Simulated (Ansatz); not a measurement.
Runs of Ansatz 0.2.0 on Te2Mo. The cell holds a slab with vacuum, 3 atoms: a = 3.560 Å, b = 3.560 Å, c = 17.524 Å, α = 90.00°, β = 90.00°, γ = 120.00°. 

```tsv
task	level	cell	points for each segment of the path	gap on the mesh (eV)	relaxed volume (Å³/atom)	largest force (eV/Å)
relaxation of cell and atoms	PBE0	relaxed	-	2.23	62.32	-
band structure	PBE0	as given	4	2.11	-	0.29
relaxation of cell and atoms	HSE06	relaxed	-	(b)	(a)	-
band structure	HSE06	as given	4	1.46	-	0.29
```

Alike in all rows: potentials or basis Ansatz PAW; no spin polarisation; k mesh 6 × 6 × 2; cutoff (eV) 420; smearing fermi-dirac 0.05 eV.

Problem. Estimate the missing entries.

Solution. (a) 62.35; (b) 1.57.

Caveats: spin-orbit coupling is left out, which moves the levels of the heavy elements; the PAW data sets come from PBE, with cores solved anew for the run's functional, which leaves a small shift of forces and pressure; the plane-wave basis is chosen anew once the cell has moved, so the energies of steps on either side of that aren't comparable (some runs); the thresholds are loose for stress (some runs).

A k mesh can miss the band edges, and the runs leave out spin-orbit coupling on Mo, Te.
